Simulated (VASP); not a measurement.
Crystal: ScAl.

```xyz
2
Lattice="3.3703 0.0000 0.0000 0.0000 3.3703 0.0000 0.0000 0.0000 3.3703" Properties=species:S:1:pos:R:3 pbc="T T T"
Sc    1.6852    1.6852    1.6852
Al    0.0000    0.0000    0.0000
```

The cell comes from a database or a generator and needn't be the stable form of this composition.

```yaml
Program: VASP 6.6.1
Task: relaxation of cell and atoms
Functional: PBEsol
Potentials_or_basis: VASP PAW PBE potentials, release 64 (Sc_sv, Al)
Cutoff: 600 eV
k_mesh: 8 × 8 × 8
Occupations: fermi-dirac, width 0.05 eV
Spin: no spin polarisation
```

At the start: pressure -1.6 GPa; volume 19.14 Å³/atom.

**Question.** How do energy, volume and symmetry change on relaxing?

**Answer.** Over 3 steps the energy falls by 2.0 meV/atom and the volume is 18.75 Å³/atom (-2.0 %); space group Pm-3m (No. 221, to 0.05 Å).

The path:
| step | energy change (eV) | largest force (eV/Å) | pressure (GPa) | volume (Å³) |
| --- | --- | --- | --- | --- |
| 1 | 0.0000 | 0.0000 | -1.63 | 38.28 |
| 2 | -0.0035 | 0.0000 | 0.64 | 37.22 |
| 3 | -0.0041 | 0.0000 | 0.00 | 37.50 |

Final structure:
```xyz
2
Lattice="3.3472 0.0000 0.0000 0.0000 3.3472 0.0000 0.0000 0.0000 3.3472" Properties=species:S:1:pos:R:3 pbc="T T T"
Sc    1.6736    1.6736    1.6736
Al    0.0000    0.0000    0.0000
```

Caveat: the PAW data sets were made with another functional, which shifts forces and pressure a little.
